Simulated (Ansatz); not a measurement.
This is a relaxation of cell and atoms with the PAW code Ansatz on La2O3 (P-3m1) from a database structure; the level of theory is r2SCAN. The starting cell comes from a relaxation with PBE.

```yaml
crystal:
  lattice:
    - [3.9404478386, 0.0, 0.0]
    - [-1.9702239193, 3.4125279305, 0.0]
    - [0.0, 0.0, 6.1873564148]
  atoms:
    - { symbol: La, position: [0.6666666667, 0.3333333333, 0.7526274787] }
    - { symbol: La, position: [0.3333333333, 0.6666666667, 0.2473725213] }
    - { symbol: O, position: [0.6666666667, 0.3333333333, 0.3546952471] }
    - { symbol: O, position: [0.3333333333, 0.6666666667, 0.6453047529] }
    - { symbol: O, position: [0.0, 0.0, 0.0] }
kpoints:
  mp_grid: { grid: [6, 6, 4] }
hamiltonian:
  xc: r2scan
scf:
  occupations: { method: fermi_dirac, width: 0.02 }
relax:
  f_tol: 0.005
  cell: {}
```

The trajectory has 7 recorded frames, each with positions in Å and forces in eV/Å. Some frames, the last among them, repeat a geometry solved again on a basis re-selected at its cell; pressure is positive in compression.

Step 1: energy 0.0 meV/atom from step 1, largest force component 0.027 eV/Å, pressure -1.31 GPa
```xyz
5
Lattice="3.9404 0.0000 0.0000 -1.9702 3.4125 0.0000 0.0000 0.0000 6.1874" Properties=species:S:1:pos:R:3:forces:R:3 pbc="T T T"
La    1.9702    1.1375    4.6568    0.0000    0.0000    0.0267
La    0.0000    2.2750    1.5306    0.0000    0.0000   -0.0267
O     1.9702    1.1375    2.1946    0.0000    0.0000    0.0020
O     0.0000    2.2750    3.9927    0.0000    0.0000   -0.0020
O     0.0000    0.0000    0.0000    0.0000    0.0000    0.0000
```

Step 2 (rejected): energy +4.3 meV/atom from step 1, largest force component 0.449 eV/Å, pressure +2.52 GPa
```xyz
5
Lattice="3.9127 0.0000 0.0000 -1.9563 3.3885 0.0000 0.0000 0.0000 6.0453" Properties=species:S:1:pos:R:3:forces:R:3 pbc="T T T"
La    1.9563    1.1295    4.5879    0.0000    0.0000   -0.4495
La    0.0000    2.2590    1.4575    0.0000    0.0000    0.4495
O     1.9563    1.1295    2.1345    0.0000    0.0000   -0.0963
O     0.0000    2.2590    3.9109    0.0000    0.0000    0.0963
O     0.0000    0.0000    0.0000    0.0000    0.0000    0.0000
```

**Question.** How does the relaxation go on, and where does it end?

**Answer.**
Step 3: energy -1.0 meV/atom from step 1, largest force component 0.041 eV/Å, pressure -0.16 GPa
```xyz
5
Lattice="3.9339 0.0000 0.0000 -1.9669 3.4069 0.0000 0.0000 0.0000 6.1380" Properties=species:S:1:pos:R:3:forces:R:3 pbc="T T T"
La    1.9669    1.1356    4.6287    0.0000    0.0000   -0.0411
La    0.0000    2.2712    1.5093    0.0000    0.0000    0.0411
O     1.9669    1.1356    2.1712    0.0000    0.0000    0.0060
O     0.0000    2.2712    3.9668    0.0000    0.0000   -0.0060
O     0.0000    0.0000    0.0000    0.0000    0.0000    0.0000
```

Step 4: energy -1.0 meV/atom from step 1, largest force component 0.019 eV/Å, pressure -0.02 GPa
```xyz
5
Lattice="3.9337 0.0000 0.0000 -1.9668 3.4067 0.0000 0.0000 0.0000 6.1324" Properties=species:S:1:pos:R:3:forces:R:3 pbc="T T T"
La    1.9668    1.1356    4.6240    0.0000    0.0000   -0.0186
La    0.0000    2.2711    1.5084    0.0000    0.0000    0.0186
O     1.9668    1.1356    2.1685    0.0000    0.0000    0.0129
O     0.0000    2.2711    3.9639    0.0000    0.0000   -0.0129
O     0.0000    0.0000    0.0000    0.0000    0.0000    0.0000
```

Step 5: energy -1.0 meV/atom from step 1, largest force component 0.009 eV/Å, pressure -0.03 GPa
```xyz
5
Lattice="3.9356 0.0000 0.0000 -1.9678 3.4083 0.0000 0.0000 0.0000 6.1257" Properties=species:S:1:pos:R:3:forces:R:3 pbc="T T T"
La    1.9678    1.1361    4.6184    0.0000    0.0000   -0.0090
La    0.0000    2.2722    1.5073    0.0000    0.0000    0.0090
O     1.9678    1.1361    2.1675    0.0000    0.0000   -0.0007
O     0.0000    2.2722    3.9581    0.0000    0.0000    0.0007
O     0.0000    0.0000    0.0000    0.0000    0.0000    0.0000
```

Step 6: energy -1.1 meV/atom from step 1, largest force component 0.003 eV/Å, pressure +0.01 GPa
```xyz
5
Lattice="3.9351 0.0000 0.0000 -1.9676 3.4079 0.0000 0.0000 0.0000 6.1262" Properties=species:S:1:pos:R:3:forces:R:3 pbc="T T T"
La    1.9676    1.1360    4.6182    0.0000    0.0000    0.0034
La    0.0000    2.2719    1.5080    0.0000    0.0000   -0.0034
O     1.9676    1.1360    2.1680    0.0000    0.0000    0.0008
O     0.0000    2.2719    3.9582    0.0000    0.0000   -0.0008
O     0.0000    0.0000    0.0000    0.0000    0.0000    0.0000
```

Step 7: energy -1.0 meV/atom from step 1, largest force component 0.003 eV/Å, pressure +0.02 GPa
```xyz
5
Lattice="3.9351 0.0000 0.0000 -1.9676 3.4079 0.0000 0.0000 0.0000 6.1262" Properties=species:S:1:pos:R:3:forces:R:3 pbc="T T T"
La    1.9676    1.1360    4.6182    0.0000    0.0000    0.0035
La    0.0000    2.2719    1.5080    0.0000    0.0000   -0.0035
O     1.9676    1.1360    2.1680    0.0000    0.0000    0.0007
O     0.0000    2.2719    3.9582    0.0000    0.0000   -0.0007
O     0.0000    0.0000    0.0000    0.0000    0.0000    0.0000
```

The walk took 6 steps, besides SCFs solved again on a fresh basis, and changed the volume by -1.3 %. The last SCF, on a fresh basis, lies 1.0 meV an atom below the first. Final cell: space group P-3m1 (No. 164), trigonal; a = 3.935 Å, c = 6.126 Å in the conventional setting, 16.43 Å³ an atom. La is surrounded by 7 O at 2.37–2.73 Å; O is surrounded by 4 La at 2.37–2.45 Å; O is surrounded by 6 La at 2.73 Å.

Command: `ansatz run input.yaml --threads 4 --pin off --max-ram 6451MiB --backend cpu --events-out ev --progress --plain --runs-dir out`. Wall time 16 s on 4 threads of Arm Neoverse V1, with other jobs on the host; peak host memory 0.64 GiB.

No spin polarisation and no zero-point or thermal motion.
